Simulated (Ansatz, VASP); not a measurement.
Two plane-wave programs on BN

Contents of POSCAR:

```
BN
1.0
    0.0000000000      1.8048254535      1.7649388110
    1.8048254535      0.0000000000      1.7649388110
    1.8048254535      1.8048254535      0.0000000000
B N
1 1
Direct
    0.0000000000      0.0000000000      0.0000000000
    0.2500000000      0.2500000000      0.2500000000
```

The input INCAR.step1:

```
PREC     = Accurate       # precision mode
ENCUT    = 520            # plane-wave cutoff, eV
ISMEAR   = 0              # smearing method
SIGMA    = 0.01           # smearing width, eV
LREAL    = False          # projectors in reciprocal space
LASPH    = True           # aspherical terms in the spheres
NELM     = 100            # most SCF steps
NBANDS   = 11             # bands
GGA      = PE             # functional
ALGO     = Normal         # electronic algorithm
EDIFF    = 1E-4           # SCF threshold, eV
LWAVE    = True           # write WAVECAR
LCHARG   = False          # write CHGCAR
```

File INCAR.step2:

```
PREC     = Accurate       # precision mode
ENCUT    = 520            # plane-wave cutoff, eV
EDIFF    = 1E-6           # SCF threshold, eV
ISMEAR   = 0              # smearing method
SIGMA    = 0.01           # smearing width, eV
LREAL    = False          # projectors in reciprocal space
LASPH    = True           # aspherical terms in the spheres
NELM     = 100            # most SCF steps
ALGO     = Normal         # electronic algorithm
ISIF     = 2              # what is computed and relaxed
LWAVE    = False          # write WAVECAR
LCHARG   = True           # write CHGCAR
METAGGA  = R2SCAN         # meta-GGA
LMIXTAU  = True         
LELF     = True           # ELF
LVHAR    = True         
NBANDS   = 11             # bands
ISTART   = 1
```

KPOINTS

```
Automatic mesh
0
Gamma
  12 12 12
```

Input for Ansatz:

```yaml
crystal:
  lattice:
    - [0.0, 1.8048254535, 1.764938811]
    - [1.8048254535, 0.0, 1.764938811]
    - [1.8048254535, 1.8048254535, 0.0]
  atoms:
    - { symbol: B, position: [0.0, 0.0, 0.0] }
    - { symbol: "N", position: [0.25, 0.25, 0.25] }
kpoints:
  mp_grid: { grid: [12, 12, 12] }
  band_path:
    path:
      - [0.0, 0.0, 0.0]
      - [-0.5, -0.5, 0.0]
      - [-0.375, -0.375, 0.25]
      - [-0.375, 0.0, 0.375]
      - [0.0, 0.0, 0.5]
      - [-0.5, -0.25, 0.25]
    npoints: 1
hamiltonian:
  xc: r2scan
scf:
  occupations: { method: fixed }
  n_extra_bands: 4
output:
  forces: true
  stress: true
  eigenvalues: true
```

Change from the starting cell: uniaxial_z strain -2.2%.

Alike in both runs: task single point; functional r2SCAN; k mesh 12 × 12 × 12; no spin polarisation.

|  | VASP | Ansatz |
| --- | --- | --- |
| version | VASP 6.6.1 | Ansatz 0.2.0 |
| potentials or method | VASP PAW PBE potentials, release 64 (B, N) | plane waves, PAW |
| plane-wave cutoff (eV) | 520 | 500 |
| occupations | gaussian, width 0.01 eV | fixed |
| valence electrons in the cell | 8 | 8 |

```tsv
	VASP	Ansatz	Ansatz less VASP
gap on the k mesh at the Fermi level (eV)	4.59	4.62	+0.024
pressure (GPa)	10.3	9.1	-1.20
largest component of the traceless stress (GPa)	9.52	9.54	+0.026
```

Caveats: the PAW data sets were made with another functional, which shifts forces and pressure a little (VASP). A k mesh can miss the band edges.
